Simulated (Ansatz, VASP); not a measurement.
This is a calculation of Pd for Ansatz 0.2.0.

Contents of input.yaml:

```yaml
crystal:
  lattice:
    - [2.7836650458, 0.0, 0.0]
    - [-1.3918325229, 2.4107246453, 0.0]
    - [0.0, 0.0, 4.628893]
  atoms:
    - { symbol: Pd, position: [0.328501, 0.691682, 0.240991] }
    - { symbol: Pd, position: [0.66929, 0.343987, 0.758727] }
hamiltonian:
  xc: pbe
  pseudopotentials: { kind: paw }
kpoints:
  mp_grid: { grid: [11, 11, 6] }
scf:
  occupations: { method: fermi_dirac, width: 0.05 }
output:
  forces: true
  stress: true
  eigenvalues: true
```

Potentials or basis: Ansatz PAW.

Run with:

```bash
$ ansatz run input.yaml --threads 2 --pin off --max-ram 5120MiB --backend cpu --events-out ev --progress --plain --runs-dir out
```

**Question.** Translate it to VASP 6.6.1. Potentials there: VASP PAW PBE potentials, release 64 (Pd).

**Answer.** As run (the cutoff follows the program's own potentials):

The input INCAR:

```
PREC     = Accurate       # precision mode
ENCUT    = 520            # plane-wave cutoff, eV
EDIFF    = 1E-7           # SCF threshold, eV
ISMEAR   = -1             # smearing method
SIGMA    = 0.05           # smearing width, eV
LREAL    = F              # projectors in reciprocal space
LASPH    = T              # aspherical terms in the spheres
NELM     = 80             # most SCF steps
ALGO     = Normal         # electronic algorithm
ISIF     = 2              # what is computed and relaxed
LWAVE    = F              # write WAVECAR
LCHARG   = F              # write CHGCAR
GGA      = PE             # functional
NBANDS   = 17             # bands
```

Contents of KPOINTS:

```
regular mesh
0
Gamma
  11 11 6
```

File POSCAR:

```
Pd
1.0
    2.7836650458      0.0000000000      0.0000000000
   -1.3918325229      2.4107246453      0.0000000000
    0.0000000000      0.0000000000      4.6288930000
Pd
2
Direct
    0.3285010000      0.6916820000      0.2409910000
    0.6692900000      0.3439870000      0.7587270000
```

Potentials or basis: VASP PAW PBE potentials, release 64 (Pd).

Run with:

```sh
$ cat potpaw_PBE.64/Pd/POTCAR > POTCAR
$ mpirun -np 1 vasp_std > vasp.out
```

Both were run:

|  | VASP | Ansatz | Ansatz less VASP |
| --- | --- | --- | --- |
| gap on the k mesh at the Fermi level (eV) | none | none | - |
| pressure (GPa) | -0.9 | -0.7 | +0.27 |
| largest component of the traceless stress (GPa) | 0.57 | 0.61 | +0.036 |
| rms of the force components (eV/Å) | 0.384 | 0.390 | +0.0050 |

Atom by atom the forces differ by 0.005 eV/Å (rms over components). A gap of «none» marks a metal or a gap that the smearing closes. With one functional, cell and mesh, what is left measures potentials, basis and numerics. The two sets of potentials don't hold the same shells in valence.
